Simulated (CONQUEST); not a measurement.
The system is InP.

```
In P
1.0
     4.14435    0.00000    0.00000
     0.00000    4.14435    0.00000
     0.00000    0.00000    5.86100
In P
2 2
Direct
  0.00000 0.00000 0.00000
  0.50000 0.50000 0.50000
  0.00000 0.50000 0.25000
  0.50000 0.00000 0.75000
```

Base run:

| Item | Value |
| --- | --- |
| Program | CONQUEST 1.3 |
| Functional | PBE |
| Potentials or basis | PseudoDojo NC PBE, SZP, grid cutoff 120 Ha |
| k mesh | 7 × 7 × 5 |
| Occupations | fermi-dirac, width 0.05 eV |
| Spin | no spin polarisation |

Its results: band gap on the k mesh 1.08 eV; pressure 6.3 GPa.

After a change of settings the same cell gave: band gap on the k mesh 0.71 eV; pressure 5.0 GPa. Which change was it?
A. k mesh from 7 × 7 × 5 to 4 × 4 × 3
B. k mesh from 7 × 7 × 5 to 6 × 6 × 4
C. k mesh from 7 × 7 × 5 to 8 × 8 × 6
D. potentials or basis from PseudoDojo NC PBE, SZP, grid cutoff 120 Ha to PseudoDojo NC PBE, DZ, grid cutoff 120 Ha

D.

Caveats: the atomic basis is small; spin-orbit coupling is left out, which moves the levels of the heavy elements; the basis of atomic orbitals isn't converged, which shifts pressures, moduli and gaps; the box holds several primitive cells, so bands are folded and the points are those of the box's own zone (some runs); an odd mesh through Γ misses points on the zone boundary, where band edges often lie (some runs); the real-space grid breaks the cell's symmetry a little (some runs).
